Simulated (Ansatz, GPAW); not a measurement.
This is a calculation of ZrB2 for Ansatz 0.2.0. Atoms were shifted at random by some hundredths of an Å from the given cell, which wasn't relaxed again for these runs. 

Contents of input.yaml:

```yaml
crystal:
  lattice:
    - [3.17, 0.0, 0.0]
    - [-1.585, 2.74530053, 0.0]
    - [0.0, 0.0, 3.533]
  atoms:
    - { symbol: Zr, position: [0.000552, 0.021097, -0.008742] }
    - { symbol: B, position: [0.654668, 0.330041, 0.495783] }
    - { symbol: B, position: [0.342136, 0.665057, 0.514111] }
hamiltonian:
  xc: pbesol
  pseudopotentials: { kind: paw }
kpoints:
  mp_grid: { grid: [10, 10, 8] }
scf:
  occupations: { method: fermi_dirac, width: 0.05 }
output:
  forces: true
  stress: true
  eigenvalues: true
  write_density: true
  write_potential: true
  elf: true
  volumetric_format: npy
```

Potentials or basis: Ansatz PAW.

Launch:

```console
$ ansatz run input.yaml --threads 1 --pin off --max-ram 3584MiB --backend cpu --events-out ev --progress --plain --runs-dir out
```

Problem. Set up the same calculation for GPAW 26.7.0 (ASE script). Potentials or basis there: PAW data sets generated for this functional, cutoff 800 eV.

Solution. As run (cutoffs and basis follow the program's own potentials, and thresholds, step limits or extra output files can differ):

Contents of run.py:

```python
from ase import Atoms
from ase.dft.bandgap import bandgap
from ase.io import write
from ase.units import GPa
from gpaw import GPAW, PW, setup_paths

setup_paths.insert(0, '.')

atoms = Atoms(['Zr', 'B', 'B'],
              cell=[[3.17, 0.0, 0.0],
                    [-1.585, 2.74530053, 0.0],
                    [0.0, 0.0, 3.533]],
              scaled_positions=[[0.000552, 0.021097, -0.008742],
                                [0.654668, 0.330041, 0.495783],
                                [0.342136, 0.665057, 0.514111]],
              pbc=True)

calc = GPAW(mode=PW(800),
            xc='PBEsol',
            kpts={'size': (10, 10, 8), 'gamma': True},
            occupations={'name': 'fermi-dirac', 'width': 0.05},
            nbands=20,
            convergence={'density': 1e-05, 'energy': 1e-05},
            maxiter=150,
            txt='gpaw.txt')
atoms.calc = calc
energy = atoms.get_potential_energy()
forces = atoms.get_forces()
stress = atoms.get_stress()
calc.write('gs.gpw')
write('result.traj', atoms)
print(f'Energy: {energy:.6f} eV')
print('Forces (eV/A):')
print(forces.round(4))
print('Stress (GPa):', (stress / GPa).round(3))
print('Fermi level:', round(calc.get_fermi_level(), 4), 'eV')
print(f'Gap: {bandgap(calc)[0]:.4f} eV, direct: {bandgap(calc, direct=True)[0]:.4f} eV')
```

Potentials or basis: PAW data sets generated in the run's folder for this functional, pw.

Run with:

```console
$ gpaw-setup -f PBEsol B Zr
$ OMP_NUM_THREADS=1 python run.py
```

Both were run:

|  | Ansatz | GPAW |
| --- | --- | --- |
| Pressure | -3.1 GPa | -3.8 GPa |
| Largest force | 1.241 eV/Å | 1.242 eV/Å |
| Energy over the undisturbed cell | 28.2 meV/atom | 28.2 meV/atom |

Ansatz's pressure holds a Pulay term of +0.18 GPa for its cutoff of 420 eV, which the other run lacks.

Ansatz's potentials were made for PBE.

Where Ansatz's input types no cutoff or centring, it takes its own default and a Γ-centred mesh.

Pressure is positive in compression.
